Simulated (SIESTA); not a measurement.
## PtS2 under changes of volume

One of the cells (18.261 Å³/atom); the others are scaled copies at fixed shape and fractional positions:

```
Pt S
1.0
     3.54320    0.00000    0.00000
    -1.77160    3.06850    0.00000
     0.00000    0.00000    5.03880
Pt S
1 2
Direct
  0.00000 0.00000 0.00000
  0.66667 0.33333 0.77300
  0.33333 0.66667 0.22700
```

```yaml
Program: SIESTA 5.4.2
Functional: PBEsol
Potentials_or_basis: PseudoDojo 0.4 standard (PBEsol files)
Basis: DZP (energy shift 0.003 Ry; two zetas on semicore shells)
Grid_cutoff: 800 Ry
Energy_shift: 0.003 Ry
k_mesh: 9 × 9 × 5
Occupations: fermi-dirac, width 0.05 eV
Spin: no spin polarisation
```

| volume (Å³/atom) | energy over the lowest point (meV/atom) | pressure (GPa) | gap on the mesh (eV) | largest force (eV/Å) |
| --- | --- | --- | --- | --- |
| 17.165 | ? | ? | ? | ? |
| 17.531 | 92.65 | 17.5 | 0.95 | 2.354 |
| 17.896 | 57.69 | 13.3 | 0.93 | 1.969 |
| 18.261 | 31.81 | 9.5 | 0.91 | 1.612 |
| 18.626 | 14.19 | 6.1 | 0.88 | 1.282 |
| 18.992 | 3.82 | 3.1 | 0.85 | 0.979 |
| 19.357 | 0.00 | 0.3 | 0.83 | 0.698 |

Q: What does the run at 17.165 Å³/atom give?

A: Energy over the lowest point 137.70 meV/atom; pressure 22.2 GPa; gap on the mesh 0.97 eV; largest force 2.769 eV/Å.

Worked out: A Birch-Murnaghan fit of order 3 (a polynomial in V^(-2/3)) to the other rows has its minimum at 19.41 Å³/atom, just outside them, with B0 = V·E''(V) = 134 GPa and B' = 5.0 at fixed shape and positions, which overstates the stiffness. It gives 138.05 meV/atom at 17.165 Å³/atom, against the run's 137.70, and -dE/dV = 22.3 GPa, against 22.2. A straight line through the other rows of the gap, of slope -1.25 eV per unit of ln V, extrapolates to 0.98 eV, against the run's 0.97.

Energies are extrapolated to zero smearing.

Caveats: short orbitals over semicore shells can move pressures by several GPa; spin-orbit coupling is left out, which moves the levels of the heavy elements; an odd mesh through Γ misses points on the zone boundary, where band edges often lie; the basis of atomic orbitals isn't converged, which shifts pressures, moduli and gaps; forces of over 1 eV/Å show positions far from the minimum, so gaps and moduli don't describe the material at rest (some runs).
